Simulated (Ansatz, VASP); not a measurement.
One calculation of Pt, two programs

```xyz
2
Lattice="3.8826 0.0000 0.0000 -1.9413 3.3624 0.0000 0.0000 0.0000 2.8675" Properties=species:S:1:pos:R:3 pbc="T T T"
Pt    0.0000    2.2416    0.7169
Pt    1.9413    1.1208    2.1506
```

Alike in both runs: functional PBE; k mesh 18 × 18 × 20; occupations gaussian, width 0.1 eV; no spin polarisation.

Ansatz relaxed the structure, and its values are those at the end. VASP's run is a single point on that final structure, the one shown.

```csv
,VASP,Ansatz
version,VASP 6.6.1,Ansatz 0.2.0
potentials or method,"VASP PAW PBE potentials, release 64 (Pt)","scalar-relativistic, plane waves, PAW"
plane-wave cutoff (eV),520,420
valence electrons in the cell,20,36
```

|  | VASP | Ansatz | Ansatz less VASP |
| --- | --- | --- | --- |
| gap on the k mesh at the Fermi level (eV) | none | none | - |
| pressure (GPa) | -0.4 | 0.0 | +0.42 |

A gap of «none» marks a metal or a gap that the smearing closes. The two sets of potentials don't hold the same shells in valence.

The runs have no spin-orbit coupling, so splittings on Pt are missing.
